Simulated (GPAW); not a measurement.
Crystal: Te.

```
CELL_PARAMETERS angstrom
4.45400 0.00000 0.00000
-2.22700 3.85728 0.00000
0.00000 0.00000 5.92400
ATOMIC_POSITIONS crystal
Te 0.73100 0.73100 0.00000
Te 0.00000 0.26900 0.66667
Te 0.26900 0.00000 0.33333
```

| Quantity | Value |
| --- | --- |
| Program | GPAW 26.7.0 |
| Task | relaxation of cell and atoms |
| Functional | BLYP |
| Dispersion | D3 |
| Potentials or basis | PAW data sets generated in the run's folder for this functional |
| Cutoff | 600 eV |
| Basis | pw |
| k mesh | 5 × 5 × 3 |
| Occupations | fermi-dirac, width 0.05 eV |
| Spin | no spin polarisation |

At the start: pressure 2.4 GPa; volume 33.93 Å³/atom.

Task: Where does the relaxation end?

Result: Over 9 steps the energy falls by 15.6 meV/atom and the volume is 36.56 Å³/atom (+7.8 %); space group P3_121 (No. 152, to 0.05 Å).

Step by step:
```csv
step,energy change (eV),largest force (eV/Å),pressure (GPa),volume (Å³)
1,0.0000,0.1467,2.39,101.78
2,-0.0108,0.0966,1.94,102.51
3,-0.0330,0.0928,0.22,105.78
4,-0.0339,0.1041,0.09,106.15
5,-0.0377,0.1216,-0.25,107.44
6,-0.0421,0.1081,-0.41,108.80
7,-0.0460,0.0467,-0.29,109.96
8,-0.0467,0.0059,-0.10,109.94
9,-0.0468,0.0026,-0.02,109.67
```

Final structure:
```cif
data_structure
_symmetry_space_group_name_H-M 'P 1'
_symmetry_Int_Tables_number 1
_cell_length_a 4.6152
_cell_length_b 4.6152
_cell_length_c 5.9451
_cell_angle_alpha 90.000
_cell_angle_beta 90.000
_cell_angle_gamma 120.000
_cell_volume 109.67
loop_
_atom_site_label
_atom_site_type_symbol
_atom_site_fract_x
_atom_site_fract_y
_atom_site_fract_z
_atom_site_occupancy
Te1 Te 0.73911 0.73911 0.00000 1
Te2 Te 0.00000 0.26089 0.66667 1
Te3 Te 0.26089 0.00000 0.33333 1
```

Caveat: later steps reuse the first step's grids.
